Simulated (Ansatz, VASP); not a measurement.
# TiN in VASP and in Ansatz

```
Ti N
1.0
     0.00000    2.11900    2.11900
     2.11900    0.00000    2.11900
     2.11900    2.11900    0.00000
Ti N
1 1
Direct
  0.00000 0.00000 0.00000
  0.50000 0.50000 0.50000
```

Alike in both runs: task relaxation of cell and atoms; functional PBEsol; k mesh 18 × 18 × 18; occupations gaussian, width 0.1 eV; no spin polarisation.

```csv
,VASP,Ansatz
version,VASP 6.6.1,Ansatz 0.2.0
potentials or method,"VASP PAW PBE potentials, release 64 (Ti_sv, N)","scalar-relativistic, plane waves, PAW"
plane-wave cutoff (eV),600,420
valence electrons in the cell,17,17
```

|  | VASP | Ansatz | Ansatz less VASP |
| --- | --- | --- | --- |
| gap on the k mesh at the Fermi level, each at its own relaxed structure (eV) | none | none | - |
| relaxed volume (Å³/atom) | 9.30 | 9.29 | -0.013 |
| relaxed cell length with the largest relative difference (Å) | 2.974 | 2.973 | -0.0014 |
| energy change over the relaxation (meV/atom) | -5 | -5 | -0.5 |

A gap of «none» marks a metal or a gap that the smearing closes.

Caveats: the PAW data sets were made with another functional, which shifts forces and pressure a little (VASP).
